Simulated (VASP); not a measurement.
# C (P1) in VASP: single point with r2SCAN

Aim: the single point of C with r2SCAN.

All numbers are computed with VASP 6.6.1; they aren't measurements. Logs are shortened: lines on timing, memory, paths and dates and some standing lists are left out, and cuts for length are marked.

## 1. The cell of the first run

The typed cell holds 4 atoms: a = 2.517 Å, b = 2.517 Å, c = 4.360 Å, α = 73.22°, β = 73.22°, γ = 60.00°.

This isn't the form of C at room conditions, which is graphite.

## 2. Single point, r2SCAN (mode 4 frozen in at -0.025 Å and mode 9 at -0.060 Å (largest displacements))

File POSCAR:

```
C
1.0
    0.0000000000     -1.7801161419     -1.7801161419
   -1.7801161419      0.0000000000     -1.7801161419
    1.7801161419      1.7801161419     -3.5602322838
C
4
Direct
    0.7464910594      0.7656606202      0.7354050151
    0.2535089406      0.2343393798      0.2645949849
    0.3617606002      0.3809301610      0.8895949781
    0.8882393998      0.8690698390      0.3604050219
```

File INCAR.step1:

```
SYSTEM = C
PREC = Accurate
ENCUT = 520
ISMEAR = 0
SIGMA = 0.05
LREAL = .FALSE.
LASPH = .TRUE.
NELM = 100
NBANDS = 16
GGA = PE
ALGO = Normal
EDIFF = 1E-4
LWAVE = .TRUE.
LCHARG = .FALSE.
```

File INCAR.step2:

```
SYSTEM = C
PREC = Accurate
ENCUT = 520
EDIFF = 1E-6
ISMEAR = 0
SIGMA = 0.05
LREAL = .FALSE.
LASPH = .TRUE.
NELM = 100
ALGO = Normal
ISIF = 2
LWAVE = .FALSE.
LCHARG = .FALSE.
METAGGA = R2SCAN
LMIXTAU = .TRUE.
NBANDS = 16
ISTART = 1
```

File KPOINTS:

```
regular mesh
0
G
  12 12 10
  0 0 0
```

Potentials or basis: VASP PAW PBE potentials, release 64 (C).

Launch:

```
cat potpaw_PBE.64/C/POTCAR > POTCAR
cp INCAR.step1 INCAR
mpirun -np 1 vasp_std > vasp.out
cp INCAR.step2 INCAR
mpirun -np 1 vasp_std > vasp.out
```

OUTCAR:

```text
SYSTEM = C
   PREC = Accurate
   ENCUT = 520
   EDIFF = 1E-6
   ISMEAR = 0
   LREAL = .FALSE.
   LASPH = .TRUE.
   NELM = 100
   ISIF = 2
   METAGGA = R2SCAN
   ISTART = 1

 ion  position               nearest neighbor table
   1  0.746  0.766  0.735-   4 1.54   3 1.59   3 1.59   3 1.59
   2  0.254  0.234  0.265-   4 1.51   4 1.51   4 1.51   3 1.54
   3  0.362  0.381  0.890-   2 1.54   1 1.59   1 1.59   1 1.59
   4  0.888  0.869  0.360-   2 1.51   2 1.51   2 1.51   1 1.54

  LATTYP: Found a trigonal (rhomboedric) cell.
 ALAT       =     4.3603762305
 COS(alpha) =     0.8333333333

  Lattice vectors:

 A1 = (   1.7801161419,   3.5602322838,  -1.7801161419)
 A2 = (   3.5602322838,   1.7801161419,  -1.7801161419)
 A3 = (   1.7801161419,   1.7801161419,  -3.5602322838)

Analysis of symmetry for initial positions (statically):
=====================================================================
 Subroutine PRICEL returns:
 Original cell was already a primitive cell.

 Routine SETGRP: Setting up the symmetry group for a
 trigonal (rhombohedral) supercell.

 Subroutine GETGRP returns: Found  1 space group operations
 (whereof  1 operations were pure point group operations)
 out of a pool of 12 trial point group operations.

The static configuration has the point symmetry C_1 .

Analysis of symmetry for dynamics (positions and initial velocities):
=====================================================================
 Subroutine PRICEL returns:
 Original cell was already a primitive cell.

 Routine SETGRP: Setting up the symmetry group for a
 trigonal (rhombohedral) supercell.

 Subroutine GETGRP returns: Found  1 space group operations
 (whereof  1 operations were pure point group operations)
 out of a pool of 12 trial point group operations.

The dynamic configuration has the point symmetry C_1 .

 Subroutine INISYM returns: Found  1 space group operations
 (whereof  1 operations are pure point group operations),
 and found     1 'primitive' translations

----------------------------------------------------------------------------------------

                                     Primitive cell

  volume of cell :      22.5634

  direct lattice vectors                    reciprocal lattice vectors
     0.000000000 -1.780116142 -1.780116142     0.140440275 -0.421320824 -0.140440275
[... 113 lines left out ...]
   LREAL  =      F    real-space projection
   EDIFFG = 0.1E-04   stopping-criterion for IOM
   NSW    =      0    number of steps for IOM
   IBRION =     -1    ionic relax: 0-MD 1-quasi-New 2-CG
   NFREE  =      0    steps in history (QN), initial steepest desc. (CG)
   ISIF   =      2    stress and relaxation
   ISYM   =      2    0-nonsym 1-usesym 2-fastsym
   POTIM  = 0.5000    time-step for ionic-motion
   TEBEG  =    0.0;   TEEND  =   0.0 temperature during run
   PSTRESS=    0.0 pullay stress
   NELECT =      16.0000    total number of electrons
   NUPDOWN=      -1.0000    fix difference up-down
   EMIN   =  10.00;   EMAX   =-10.00  energy-range for DOS
   EFERMI =   0.00;   METHOD = LEGACY
   ISMEAR =     0;   SIGMA  =   0.05  broadening in eV -4-tet -1-fermi 0-gaus
   EFERMI_NEDOS =   21; number of points for ismear=-14 and -15
   IALGO  =     38    algorithm
   IMIX   =      4    mixing-type and parameters
     AMIX     =   0.40;   BMIX     =  1.00
     AMIX_MAG =   1.60;   BMIX_MAG =  1.00
  volume/ion in A,a.u.               =       5.64        38.07
  Fermi-wavevector in a.u.,A,eV,Ry     =   1.459867  2.758748 28.996877  2.131210
  Thomas-Fermi vector in A             =   2.576383
   LORBIT       =      0    0 simple, 1 ext, 2 COOP (PROOUT), +10 PAW based schemes
   METAGGA = R2SCAN    functional components
   LHFCALC =     F    Hartree Fock is set to
   AEXX    =    0.0000 exact exchange contribution
   IVDW    =     0    specifies the selected vdW correction
   LEPSILON=     F    determine dielectric tensor
   LRPA    =     F    only Hartree local field effects (RPA)
 non-spin polarized calculation
 Gauss-broadening in eV      SIGMA  =   0.05
  energy-cutoff  :      520.00
  volume of cell :       22.56
 maximum number of plane-waves:       624
   NGX =  9   NGY =  9   NGZ = 17

 number of electron      15.9999999 magnetization

 Free energy of the ion-electron system (eV)
  ---------------------------------------------------
  ext. energy  EPLUGINS =         0.00000000
  ---------------------------------------------------
  free energy    TOTEN  =       -38.77896082 eV

  energy without entropy =      -38.77896082  energy(sigma->0) =      -38.77896082

 E-fermi :  10.4689     XC(G=0): -14.2963

 val. band max:       10.1875793286   @ k =   0.0000   0.0000   0.0000
 cond. band min:      14.0732056381   @ k =  -0.3333  -0.3333   0.3000
 fundamental gap:      3.8856263095
 Fermi energy:        10.4688953436

 k-point     1 :       0.0000    0.0000    0.0000
  band No.  band energies     occupation
      1     -13.0738      2.00000
      2      -6.8523      2.00000
      3      -4.3770      2.00000
      4       6.4456      2.00000
      5       6.4480      2.00000
      6       9.9095      2.00000
[... 433 lines left out ...]
      3      -1.3821      2.00000
      4       1.2180      2.00000
      5       2.7628      2.00000
      6       4.0826      2.00000
[... 8 lines left out ...]
     15      23.9265      0.00000
     16      25.4966      0.00000

 [... further k-points ...]

------------------------ aborting loop because EDIFF is reached ----------------------------------------

  FORCE on cell =-STRESS in cart. coord.  units (eV):
  Direction    XX          YY          ZZ          XY          YZ          ZX
  --------------------------------------------------------------------------------------
  -------------------------------------------------------------------------------------
  Total        0.4038113      0.4187276      0.4393350     -0.3009038      0.3138865      0.3084385
  in kB       28.6737228     29.7328942     31.1961807    -21.3664940     22.2883667     21.9015121
  external PRESSURE =      29.8675992 kB  Pullay stress =       0.0000000 kB

 VOLUME and BASIS-vectors are now :
 -----------------------------------------------------------------------------
  energy-cutoff  :      520.00
  volume of cell :       22.56
      direct lattice vectors                 reciprocal lattice vectors
     0.000000000 -1.780116142 -1.780116142     0.140440275 -0.421320824 -0.140440275
    -1.780116142  0.000000000 -1.780116142    -0.421320824  0.140440275 -0.140440275
     1.780116142  1.780116142 -3.560232284     0.140440275  0.140440275 -0.140440275

 POSITION                                       TOTAL-FORCE (eV/Angst)
 -----------------------------------------------------------------------------------
     -0.05386     -0.01973     -5.31002         2.793654      2.335025     -2.475277
      0.05386      0.01973     -1.81045        -2.678392     -2.222032      2.365382
      0.90548      0.93961     -4.48924        -2.278525     -2.734659      2.590820
     -0.90548     -0.93961     -4.41134         2.163263      2.621666     -2.480925
 -----------------------------------------------------------------------------------
    total drift:                                0.000008      0.000040      0.000029

  FREE ENERGIE OF THE ION-ELECTRON SYSTEM (eV)
  ---------------------------------------------------
  free  energy   TOTEN  =       -38.7789608206 eV

  energy  without entropy=      -38.7789608206  energy(sigma->0) =      -38.77896082
```

Run time: 5.7 min. Hardware: 1 thread of Intel Xeon 6975P-C (Granite Rapids), shared host; peak memory 0.29 GiB.

Results:

```
Free energy            : -38.7790 eV
Pressure               : 3.0 GPa
Largest force          : 4.403 eV/Å
Band gap on the k mesh : 3.89 eV
```

Forces in eV/Å, atoms in the order of the input:
```
C    2.794  2.335 -2.475
C   -2.678 -2.222  2.365
C   -2.279 -2.735  2.591
C    2.163  2.622 -2.481
```

Stress tensor (GPa, compression positive):
```
 2.87 -2.14  2.19
-2.14  2.97  2.23
 2.19  2.23  3.12
```

Caveat: the PAW data sets were made with another functional, which shifts forces and pressure a little. A k mesh can miss the band edges.
